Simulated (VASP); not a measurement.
**Re: elastic constants with LDA**

Re:

```
CELL_PARAMETERS angstrom
2.76100 0.00000 0.00000
-1.38050 2.39110 0.00000
0.00000 0.00000 4.45600
ATOMIC_POSITIONS crystal
Re 0.33333 0.66667 0.25000
Re 0.66667 0.33333 0.75000
```

```yaml
Program: VASP 6.6.1
Task: elastic constants
Functional: LDA
Potentials_or_basis: VASP PAW LDA potentials, release 64 (Re)
Cutoff: 600 eV
k_mesh: 18 × 18 × 10
Occupations: gaussian, width 0.1 eV
Spin: no spin polarisation
Ions_in_elastic_constants: relaxed
Further_INCAR_settings: ALGO = Normal; EDIFF = 1e-08; IBRION = 6; POTIM = 0.015; NSW = 1; ISIF = 3
```

The relaxed volume is 14.39 Å³/atom. The relaxed cell is a = 2.741 Å, b = 2.741 Å, c = 4.421 Å, α = 90.00°, β = 90.00°, γ = 120.00°, the space group after relaxing (to 0.05 Å) is P6_3/mmc (No. 194) and the voigt bulk modulus is 413 GPa. The highest phonon frequency at Γ is 113 cm⁻¹.

The path:
| step | energy change (eV) | largest force (eV/Å) | pressure (GPa) | volume (Å³) |
| --- | --- | --- | --- | --- |
| 1 | 0.0000 | 0.0000 | -8.63 | 29.42 |
| 2 | 0.3431 | 0.0000 | 48.30 | 26.17 |
| 3 | -0.0176 | 0.0000 | -0.41 | 28.81 |
| 4 | -0.0176 | 0.0000 | -0.05 | 28.78 |
| 5 | -0.0176 | 0.0000 | 0.13 | 28.77 |
| 6 | -0.0176 | 0.0000 | -0.46 | 28.81 |
| 7 | -0.0176 | 0.0000 | -0.03 | 28.78 |
| 8 | -0.0176 | 0.0000 | 0.02 | 28.78 |
| 9 | -0.0176 | 0.0000 | 0.00 | 28.78 |

Final structure:
```
CELL_PARAMETERS angstrom
2.74148 0.00000 0.00000
-1.37074 2.37419 0.00000
0.00000 0.00000 4.42136
ATOMIC_POSITIONS crystal
Re 0.33333 0.66667 0.25000
Re 0.66667 0.33333 0.75000
```

Phonon frequencies in cm⁻¹ (negative: imaginary):
```
              q point       frequencies
(0.000, 0.000, 0.000)  0 0 0 97 113 113
```

Elastic tensor in Voigt notation (GPa, in the Cartesian axes of the cell as first typed):
```
667 309 259   0   0   0
309 667 259   0   0   0
259 259 730   0   0   0
  0   0   0 178   0   0
  0   0   0   0 178   0
  0   0   0   0   0 179
```

Clamped-ion elastic tensor (GPa):
```
685 290 259   0   0   0
290 685 259   0   0   0
259 259 730   0   0   0
  0   0   0 178   0   0
  0   0   0   0 178   0
  0   0   0   0   0 197
```

Wall time 60 min on 1 thread of AMD EPYC 7R13 Processor (Zen 3), on a shared host, peak memory 0.69 GiB.

The run has no spin-orbit coupling, so splittings on Re are missing.
